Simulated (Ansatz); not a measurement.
**Al2O3: O-17 NMR of the central transition**

Cell: a Materials Project structure (computed, not necessarily an observed phase), taken as it stands.

Space group P-31c (No. 163); a = 4.7931, c = 8.9666 Å, γ = 120.00°.

```csv
site,Wyckoff,site symmetry,x,y,z
Al1,4f,3..,0.3333,0.6667,0.9628
Al2,2c,3.2,0.3333,0.6667,0.2500
Al3,2b,-3..,0.0000,0.0000,0.0000
O,12i,1,0.0318,0.6766,0.1120
```

One atom of each set is listed.

Level of theory: DFT, PBE, plane waves and PAW (field gradients read without the response of the frozen cores, which leaves them typically 4 to 6 % off), scalar-relativistic, 420 eV cutoff, Γ-centred 6×6×3 k-points, Fermi–Dirac smearing 0.02 eV (Ansatz 0.2.0).

O-17 has I = 5/2 and Q = -25.58 mb (Pyykkö 2018); at 28.2 T its Larmor frequency is ν₀ = 162.8 MHz. Only the quadrupole interaction is simulated: positions count from each site's isotropic chemical shift, and J coupling is left out, as are shift anisotropy and dipolar coupling, which fast spinning averages.

Question: Give C_Q, η, the quadrupolar product P_Q = |C_Q|(1 + η²/3)^½, the second-order isotropic shift and the breadth of the pattern (fast magic-angle spinning) for each O site.

Answer: 

| site | first shell | C_Q (MHz) | η | P_Q (MHz) | δ_QIS (ppm) | breadth (kHz) |
| --- | --- | --- | --- | --- | --- | --- |
| O | 4 Al at 1.83–1.99 Å; also 1 Al at 3.17 Å | 2.03 | 0.74 | 2.20 | -1.10 | 0.409 |

δ_QIS = −(ν_Q²/30ν₀²)[I(I+1) − 3/4](1 + η²/3) × 10⁶ ppm with ν_Q = 3|C_Q|/[2I(2I−1)]; it falls as 1/B₀² in ppm, and the breadth as 1/B₀ in kHz.

At this cell the PBE pressure is 8 GPa, so with PBE the cell would grow if it were relaxed. The entry's cell may itself be off. The largest force is 0.3 eV/Å, so the atoms aren't at the calculated equilibrium and relaxing them would move these values.

Hardware: 1 thread of Intel Xeon Platinum 8259CL CPU @ 2.50GHz (Skylake/Cascade Lake) (x86_64; 16 cores open to the job, memory cap 3.0 GiB, no GPU), a shared host with a load of 0.3 a core. Wall time 15 s, CPU time 15 s, peak memory 0.54 GiB.
